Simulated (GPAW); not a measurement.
Crystal: AlCo3.

```
Co Al
1.0
     3.57495    0.00000    0.00000
     0.00000    3.57495    0.00000
     0.00000    0.00000    3.57495
Co Al
3 1
Direct
  0.00000 0.50000 0.50000
  0.50000 0.00000 0.50000
  0.50000 0.50000 0.00000
  0.00000 0.00000 0.00000
```

The cell comes from a database or a generator and needn't be the stable form of this composition.

Base run:

| Quantity | Value |
| --- | --- |
| Program | GPAW 26.7.0 |
| Functional | PBEsol |
| Potentials or basis | PAW data sets generated in the run's folder for this functional |
| Cutoff | 600 eV |
| Basis | pw |
| k mesh | 8 × 8 × 8 |
| Occupations | fermi-dirac, width 0.05 eV |
| Spin | collinear spin, ferromagnetic start |
| Starting moments | [2.0, 2.0, 2.0, 0.0] μB |
| Hubbard terms | Co d U = 2 eV |

Its results: pressure -0.2 GPa; net moment 4.63 μB per cell; site moments Co +1.61; Al -0.06 μB.

Problem. The run is repeated on the same cell with these changes: hubbard terms from Co d U = 2 eV to Co d U = 3 eV. What comes out?

Solution. Pressure 4.2 GPa; net moment 4.86 μB per cell; site moments Co +1.71; Al -0.06 μB.

Caveats: the U is typed as a test and isn't derived for this compound.

Not every run made on this cell is shown here.
